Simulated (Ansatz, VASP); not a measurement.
One calculation of Ga, two programs

The input INCAR:

```
SYSTEM = Ga
PREC = Accurate
ENCUT = 520
EDIFF = 1E-6
ISMEAR = 0
SIGMA = 0.1
LREAL = .False.
LASPH = .True.
NELM = 60
ALGO = Normal
ISIF = 2
LWAVE = .False.
LCHARG = .False.
GGA = PS
NBANDS = 12
```

The input KPOINTS:

```
Automatic mesh
0
Gamma
  20 20 20
  0 0 0
```

Contents of POSCAR:

```
Ga
1.0
   -1.3960814400      1.3960814400      2.4170384400
    1.3960814400     -1.3960814400      2.4170384400
    1.3960814400      1.3960814400     -2.4170384400
Ga
1
Direct
    0.0000000000      0.0000000000      0.0000000000
```

Input for Ansatz:

```yaml
crystal:
  lattice:
    - [-1.39608144, 1.39608144, 2.41703844]
    - [1.39608144, -1.39608144, 2.41703844]
    - [1.39608144, 1.39608144, -2.41703844]
  atoms:
    - { symbol: Ga, position: [0.0, 0.0, 0.0] }
basis:
  ecutwfc: 420
kpoints:
  mp_grid: { grid: [20, 20, 20] }
hamiltonian:
  xc: pbesol
scf:
  occupations: { method: gaussian, width: 0.1 }
output:
  forces: true
  stress: true
  eigenvalues: true
```

Alike in both runs: task single point; functional PBEsol; k mesh 20 × 20 × 20; occupations gaussian, width 0.1 eV; no spin polarisation.

|  | VASP | Ansatz |
| --- | --- | --- |
| version | VASP 6.6.1 | Ansatz 0.2.0 |
| potentials or method | VASP PAW PBE potentials, release 64 (Ga_d) | scalar-relativistic, plane waves, PAW |
| plane-wave cutoff (eV) | 520 | 420 |
| valence electrons in the cell | 13 | 13 |

|  | VASP | Ansatz | Ansatz less VASP |
| --- | --- | --- | --- |
| gap on the k mesh at the Fermi level (eV) | none | none | - |
| pressure (GPa) | -3.0 | -3.0 | -0.01 |
| largest component of the traceless stress (GPa) | 1.10 | 1.10 | -0.006 |

A gap of «none» marks a metal or a gap that the smearing closes.

Caveats: the PAW data sets were made with another functional, which shifts forces and pressure a little (VASP).
